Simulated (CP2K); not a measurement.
**FeO (Wuestite) under changes of volume**

One of the cells (10.013 Å³/atom); the others are scaled copies at fixed shape and fractional positions:

```
Fe O
1.0
     3.04820    0.00000    0.00000
     1.52410    2.63982    0.00000
     1.52410    0.87994    2.48884
Fe O
1 1
Direct
  0.00000 0.00000 0.00000
  0.50000 0.50000 0.50000
```

* Program: CP2K 2026.2
* Functional: PBE
* Potentials or basis: POTENTIAL_UZH Fe GTH-PBE-q16, O GTH-PBE-q6; TZVP-MOLOPT-PBE-GTH basis
* Density cutoff: 8163 eV
* k mesh: 11 × 11 × 11
* Occupations: fermi-dirac, width 0.05 eV
* Spin: collinear spin, ferromagnetic start
* Starting moments: [3.0, 0.0] μB

```tsv
volume (Å³/atom)	energy over the lowest point (meV/atom)	pressure (GPa)
9.413	?	?
9.613	10.75	8.7
9.813	2.77	4.3
10.013	0.00	0.3
10.214	1.91	-3.2
10.414	8.02	-6.4
10.614	17.91	-9.2
```

Task: What does the run at 9.413 Å³/atom give?

Result: Energy over the lowest point 24.56 meV/atom; pressure 13.6 GPa.

Worked out: A Birch-Murnaghan fit of order 3 (a polynomial in V^(-2/3)) to the other rows has its minimum at 10.03 Å³/atom with B0 = V·E''(V) = 186 GPa and B' = 4.3. It gives 24.51 meV/atom at 9.413 Å³/atom, against the run's 24.56, and -dE/dV = 13.5 GPa, against 13.6.

Energies are extrapolated to zero smearing.

Caveats: the basis of atomic orbitals isn't converged, which shifts pressures, moduli and gaps; the total moment is fixed, so each spin has its own Fermi level; a cell with one magnetic atom can't hold antiferromagnetic order, which such compounds often take.
